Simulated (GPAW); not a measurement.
Runs of GPAW 26.7.0 on BeS. The structure is cubic, space group F-43m (No. 216). Conventional cell: a = 4.850 Å, b = 4.850 Å, c = 4.850 Å, α = 90.00°, β = 90.00°, γ = 90.00°. S (site symmetry -43m) has 4 Be at 2.10 Å as nearest neighbours. Be (site symmetry -43m) has 4 S at 2.10 Å as nearest neighbours. 

```tsv
level	potentials or basis	older calculator (legacy_gpaw)	gap on the mesh (eV)	pressure (GPa)
optB88-vdW	GPAW PAW data sets (gpaw-data 1.2.1), pw	yes	(c)	-
revPBE	the program's PAW data sets (release 1.2.1) made for this functional, pw	-	(b)	4.2
PBEsol	PAW data sets generated in the run's folder for this functional, pw	-	3.02	-0.7
r2SCAN	GPAW PAW data sets (gpaw-data 1.2.1), pw	-	(a)	2.0
TB-mBJ	GPAW PAW data sets for LDA (gpaw-data 1.2.1), pw	-	4.24	-
```

Alike in all rows: task single point; no spin polarisation; cell as given; k mesh 9 × 9 × 9; cutoff (eV) 800; smearing fermi-dirac 0.05 eV.

Question: Estimate the missing entries.

Answer: (a) 3.66; (b) 3.28; (c) 3.32.

Caveats: an odd mesh through Γ misses points on the zone boundary, where band edges often lie; the PAW data sets were made with another functional, which shifts forces and pressure a little (some runs); a model potential gives levels but no total energy (some runs).
